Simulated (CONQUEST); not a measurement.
## BAs under changes of volume

One of the cells (13.626 Å³/atom); the others are scaled copies at fixed shape and fractional positions:

```
As B
1.0
     3.37785    0.00000    0.00000
     0.00000    3.37785    0.00000
     0.00000    0.00000    4.77700
As B
2 2
Direct
  0.00000 0.50000 0.25000
  0.50000 0.00000 0.75000
  0.00000 0.00000 0.00000
  0.50000 0.50000 0.50000
```

| Item | Value |
| --- | --- |
| Program | CONQUEST 1.3 |
| Functional | PBE |
| Potentials or basis | PseudoDojo NC PBE, DZ, grid of 32 × 32 × 48 points |
| k mesh | 8 × 8 × 6 |
| Occupations | fermi-dirac, width 0.05 eV |
| Spin | no spin polarisation |

```tsv
volume (Å³/atom)	energy over the lowest point (meV/atom)	pressure (GPa)	gap on the mesh (eV)
12.809	?	?	?
13.081	53.87	14.7	1.60
13.354	32.12	10.9	1.60
13.626	16.62	7.4	1.61
13.899	6.32	4.7	1.61
14.171	0.79	1.7	1.62
14.444	0.00	-0.7	1.63
```

**Question.** What does the run at 12.809 Å³/atom give?

**Answer.** Energy over the lowest point 82.45 meV/atom; pressure 18.9 GPa; gap on the mesh 1.60 eV.

Worked out: A Birch-Murnaghan fit of order 3 (a polynomial in V^(-2/3)) to the other rows has its minimum at 14.37 Å³/atom with B0 = V·E''(V) = 129 GPa and B' = 3.9. It gives 81.92 meV/atom at 12.809 Å³/atom, against the run's 82.45, and -dE/dV = 18.6 GPa, against 18.9. A straight line through the other rows of the gap, of slope 0.302 eV per unit of ln V, extrapolates to 1.59 eV, against the run's 1.60.

Energies are extrapolated to zero smearing.

Caveats: the atomic basis is small; the basis of atomic orbitals isn't converged, which shifts pressures, moduli and gaps; the real-space grid breaks the cell's symmetry a little (some runs).

A mesh can miss the band edges. Spin-orbit coupling on As is left out.
